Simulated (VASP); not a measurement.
Set up this calculation in VASP 6.6.1, as the native input.

```
Task                   : band structure
Functional             : r2SCAN
Dispersion             : rVV10
Potentials or basis    : VASP PAW PBE potentials, release 64 (Rh_pv)
Cutoff                 : 520 eV
k mesh                 : 16 × 16 × 16
Occupations            : methfessel-paxton, width 0.1 eV
Spin                   : no spin polarisation
Further INCAR settings : ALGO = Normal; EDIFF = 1e-06; NBANDS = 14
```

The structure of Rh lies in POSCAR:

```
Rh                                      
1.0
    0.0000000000      1.8970536419      1.8970536419
    1.8970536419      0.0000000000      1.8970536419
    1.8970536419      1.8970536419      0.0000000000
  Rh            
     1
Direct
     0.0000000000000000    0.0000000000000000    0.0000000000000000
```

These files were run (other wordings do the same):

INCAR

```
SYSTEM = Rh
PREC = Accurate ; ENCUT = 520
EDIFF = 1E-6 ; ISMEAR = 1
SIGMA = 0.1 ; LREAL = .False.
LASPH = .True. ; NELM = 80
ALGO = Normal ; ISIF = 2
LWAVE = .False. ; LCHARG = .False.
LMAXMIX = 4 ; METAGGA = R2SCAN
LMIXTAU = .True. ; LUSE_VDW = .True.
IVDW_NL = 2 ; BPARAM = 11.95
CPARAM = 0.0093 ; NBANDS = 14
ICORELEVEL = 1
```

KPOINTS

```
Automatic mesh
0
Gamma
  16 16 16
  0 0 0
```

KPOINTS_OPT

```
explicit points
156
Reciprocal
 0.0000000000  0.0000000000  0.0000000000 1
 0.0357142857  0.0000000000  0.0357142857 1
 0.0714285714  0.0000000000  0.0714285714 1
 0.1071428571  0.0000000000  0.1071428571 1
 0.1428571429  0.0000000000  0.1428571429 1
 0.1785714286  0.0000000000  0.1785714286 1
[... 148 lines left out ...]
 0.5000000000  0.2500000000  0.7500000000 1
 0.5000000000  0.0000000000  0.5000000000 1
```

Potentials or basis: VASP PAW PBE potentials, release 64 (Rh_pv).

Command:

```bash
$ cat potpaw_PBE.64/Rh_pv/POTCAR > POTCAR
$ mpirun -np 1 vasp_std > vasp.out
```

It gave:

| Item | Value |
| --- | --- |
| Pressure | 0.1 GPa |
| Band gap along the path | none (metal or under the smearing width) |

Caveat: the PAW data sets were made with another functional, which shifts forces and pressure a little.

Wall time 110 s on 1 thread of Intel(R) Xeon(R) Platinum 8488C (Sapphire Rapids), on a shared host, peak memory 0.19 GiB.
